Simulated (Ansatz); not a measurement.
# AlP: energy against volume in PBE, exact exchange and the RPA

The task here is to estimate one member of a computed series from the others.

Code: Ansatz 0.2.0. PBE orbitals, norm-conserving pseudopotentials, plane waves. The values are computed, spin-unpolarised, and not measurements.

## The structure to begin with

The cell was relaxed beforehand with r2SCAN; volume changes: +0 %, -5 %, +5 %, -10 %, +10 %.

It is cubic, F-43m (No. 216); a = 5.479 Å in the conventional setting, 20.55 Å³ an atom. Al has 4 P at 2.37 Å; P has 4 Al at 2.37 Å.

As a file:

```cif
data_structure
_symmetry_space_group_name_H-M 'F-43m'
_symmetry_Int_Tables_number 216
_cell_length_a 5.4785
_cell_length_b 5.4785
_cell_length_c 5.4785
_cell_angle_alpha 90.000
_cell_angle_beta 90.000
_cell_angle_gamma 90.000
_cell_volume 164.43
loop_
_atom_site_label
_atom_site_type_symbol
_atom_site_symmetry_multiplicity
_atom_site_Wyckoff_symbol
_atom_site_fract_x
_atom_site_fract_y
_atom_site_fract_z
_atom_site_occupancy
Al1 Al 4 a 0.00000 0.00000 0.00000 1
P1 P 4 d 0.25000 0.25000 0.75000 1
```

The first run:

input.yaml reads:

```yaml
crystal:
  lattice:
    - [0.0, 2.7392571406, 2.7392571406]
    - [2.7392571406, 0.0, 2.7392571406]
    - [2.7392571406, 2.7392571406, 0.0]
  atoms:
    - { symbol: Al, position: [0.0, 0.0, 0.0] }
    - { symbol: P, position: [0.25, 0.25, 0.25] }
kpoints:
  mp_grid: { grid: [6, 6, 6] }
hamiltonian:
  xc: pbe
  pseudopotentials: { kind: nc }
scf:
  occupations: { method: fixed }
output:
  rpa_energy:
    ecut_chi_ladder: [198, 222, 245, 272, 299]
    long_wavelength: optical_limit
basis:
  ecutwfc: 598.650497
```

Among the steps run: The unscaled cell; Volume -5 %; Volume +5 %; Volume -10 %; Volume +10 %.

One of the session's tables, all rows but one given; the rest of the session is left out.

It belongs to the step «The three curves». Energies in meV/atom from the unscaled cell:

| volume (Å³/atom) | PBE | exact exchange | EXX+RPA | RPA correlation |
| --- | --- | --- | --- | --- |
| 18.499 | 84.0 | 88.4 | 40.0 | -48.4 |
| 19.526 | 23.8 | 23.1 | 2.2 | -20.9 |
| 20.554 | 0.0 | 0.0 | 0.0 | 0.0 |
| 21.582 | ? | ? | ? | ? |
| 22.610 | 30.8 | 46.7 | 72.1 | 25.3 |

Estimate the missing values for volume (Å³/atom) = 21.582.

Worked estimate for «PBE». A straight line through the neighbours (20.554, 0.0) and (22.610, 30.8) gives 0.0 + (30.8 − 0.0) × (21.582 − 20.554) / (22.610 − 20.554) = 15.4; a parabola fitted to 3 rows on both sides gives 2.3.

As computed: PBE: 4.5; exact exchange: 10.2; EXX+RPA: 25.4; RPA correlation: 15.2. In «PBE» the line misses by +10.9 and the parabola by -2.2.
